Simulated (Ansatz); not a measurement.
Input and command of a calculation in Ansatz (plane waves; scalar-relativistic PAW potentials unless the input names others):

```yaml
crystal:
  lattice:
    - [1.3932233551, -2.3727494751, 0.0]
    - [1.3932233551, 2.3727494751, 0.0]
    - [0.0, 0.0, 5.1632632778]
  atoms:
    - { symbol: Cu, position: [0.0, 0.5, 0.0] }
    - { symbol: Cu, position: [0.5, 0.0, 0.5] }
    - { symbol: O, position: [0.5, 0.5, 0.25] }
    - { symbol: O, position: [0.5, 0.5, 0.75] }
basis:
  ecutwfc: 420
kpoints:
  mp_grid: { grid: [16, 16, 8] }
hamiltonian:
  xc: pbe
  dispersion: d4
scf:
  occupations: { method: gaussian, width: 0.1 }
output:
  forces: true
  eigenvalues: true
  stress: true
```

```bash
ansatz run input.yaml --threads 1 --pin off --max-ram 2560MiB --backend cpu --events-out ev --progress --plain --runs-dir out
```

Abridged log:
```
Pseudopotentials: kind: paw
Pseudopotential: Cu, paw, valence charge 19, recommended cutoff 420 eV (normal)
Pseudopotential: O, paw, valence charge 6, recommended cutoff 420 eV (normal)
Functional definition: PBE
Crystal: 4 atoms, lattice volume = 34.137 Å³
Basis set: ecut = 420 eV, 663 PW (Γ), exchange–correlation on 40×40×72 points (8 copies of the dense FFT grid, shifted against one another)
Bands: 30, of which v1, the nominal top of the filled ones, is band 25 counted from 1 (24 counted from 0)
Symmetry: 8 space group operations
Space group: Cccm (ITA 66), of the structure as read, at distance tolerance 3.2e-5 Å
k-points: 365 of 2048
Initial density: superposition of atomic densities (neutral atoms: chi_scale 0, normalization atom), corrected by the library's trained network
Initial wavefunctions: pseudopotential atomic-orbital guess
Functional: x = pbe(κ = 0.804, μ = 0.21951497), c = pbe(β = 0.06672455)
SCF iter   1: F=—  HF=-14382.904078 eV  |F-HF|=—  |Δ(HF+E_count)|=         —  Δρ=6.36e-3  dr2=3.29e-3  ethr=1.77e-3  ⟨swp⟩=5.1  Hψ=37135  notcnv=0
SCF iter   2: F=—  HF=-14382.902145 eV  |F-HF|=—  |Δ(HF+E_count)|=   1.93e-3  Δρ=3.10e-3  dr2=8.29e-4  ethr=6.57e-6  ⟨swp⟩=2.0  Hψ=20116  notcnv=0
SCF iter   3: F=—  HF=-14382.901601 eV  |F-HF|=—  |Δ(HF+E_count)|=   5.44e-4  Δρ=7.70e-4  dr2=8.72e-5  ethr=1.66e-6  ⟨swp⟩=2.6  Hψ=18965  notcnv=0
SCF iter   4: F=—  HF=-14382.901537 eV  |F-HF|=—  |Δ(HF+E_count)|=   6.42e-5  Δρ=2.93e-4  dr2=2.21e-5  ethr=1.74e-7  ⟨swp⟩=2.3  Hψ=17844  notcnv=0
SCF iter   5: F=—  HF=-14382.901536 eV  |F-HF|=—  |Δ(HF+E_count)|=   6.99e-7  Δρ=9.48e-5  dr2=2.35e-6  ethr=4.42e-8  ⟨swp⟩=2.5  Hψ=16059  notcnv=0
SCF iter   6: F=—  HF=-14382.901536 eV  |F-HF|=—  |Δ(HF+E_count)|=   1.61e-7  Δρ=2.14e-5  dr2=1.58e-7  ethr=4.70e-9  ⟨swp⟩=2.6  Hψ=16948  notcnv=0
SCF iter   7: F=-14382.901536 eV  HF=-14382.901536 eV  |F-HF|=8.84e-10  |Δ(HF+E_count)|=   1.98e-8  Δρ=6.56e-6  dr2=1.20e-8  ethr=2.00e-10  ⟨swp⟩=5.4  Hψ=41797  notcnv=0
SCF 1 converged in 7 iterations: F = -14382.901536 eV  dr2 = 1.20e-8
SCF converged after 7 iterations
Free energy (F): -14382.901536 eV
Harris-Foulkes:  -14382.901536 eV  (|F-HF|=8.84e-10)
Internal energy: -14382.890431 eV  (E = F + TS)
E sigma→0 (E₀):  -14382.895983 eV
Entropy (-TS):   -0.011105 eV (-2.776 meV/atom)
Fermi energy:    15.707015 eV
  E_disp       = -1.468781  (pairwise vdW)
--- Forces (eV/Å), atoms counted from 1 ---
  atom   1  Cu     0.00000000     0.00000000     0.00000000
  atom   2  Cu     0.00000000     0.00000000     0.00000000
  atom   3  O      0.00000000     0.00000000     0.00000000
  atom   4  O      0.00000000     0.00000000     0.00000000
--- Stress (GPa, compression-positive) ---
       34.187673       0.000000       0.000000
        0.000000      33.983581       0.000000
        0.000000       0.000000      33.834673
  P = ⅓ Tr σ = 34.0020 GPa (340.020 kbar)
```

Apart from outputs, empty bands and the relaxation, which only the reference makes, the input differs from a reference run on usual settings in hamiltonian.dispersion: not typed → "d4". The reference, at the same geometry, ended its own course with pressure 40.00 GPa, largest force 0.000 eV/Å, no gap on the mesh. This run converged in 7 SCF iterations with an energy at zero smearing 367 meV/atom below the reference's (the Hamiltonian itself differs), pressure 34.00 GPa, largest force 0.000 eV/Å, no gap on the mesh.

The run took 17 s on 1 thread of Arm Neoverse V2, on a shared host, peak memory 0.52 GiB.